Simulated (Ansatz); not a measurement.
Al₂O₃ at a changed volume — electric field gradients

The cell is a diffraction structure from the COD, relaxed with PBE at fixed cell and then changed (volume scaled by 0.98, ions relaxed).

Space group R-3c:H (No. 167); a = 4.7285, c = 12.9084 Å, γ = 120.00°.

```
site  Wyckoff  site symmetry       x       y       z
  Al      12c             3.  0.0000  0.0000  0.8520
   O      18e             .2  0.9733  0.3333  0.0833
```

One atom of each set is listed; the run and its k-mesh use a cell of 10 atoms with edges of 5.10, 5.10, 5.10 Å.

The numbers come from a DFT calculation in Ansatz (PBE, plane waves and PAW, scalar-relativistic, 420 eV cutoff, Γ-centred 8×8×8 k-points, Fermi–Dirac smearing 0.02 eV).

C_Q = eQV_zz/h, which is 24.18 MHz for Q = 1 b and V_zz = 10²¹ V/m²; η = (V_xx − V_yy)/V_zz.

27Al: I = 5/2, Q = 146.6 mb; 17O: I = 5/2, Q = -25.58 mb. Q values from Pyykkö, Mol. Phys. 116, 1328 (2018).

(1) Which values are expected at the nuclei?

Answers

(1) 

```csv
site,atoms,first shell,V_zz (10²¹ V/m²),η,C_Q (MHz)
Al,4,6 O at 1.84–1.96 Å,0.57,0.00,2.02
O,6,4 Al at 1.84–1.96 Å; also 2 Al at 3.20 Å,-3.79,0.50,2.34
```

An axis of threefold or higher order runs through Al, so V_zz lies along it and η is zero.

At this changed cell the PBE pressure is 13 GPa.
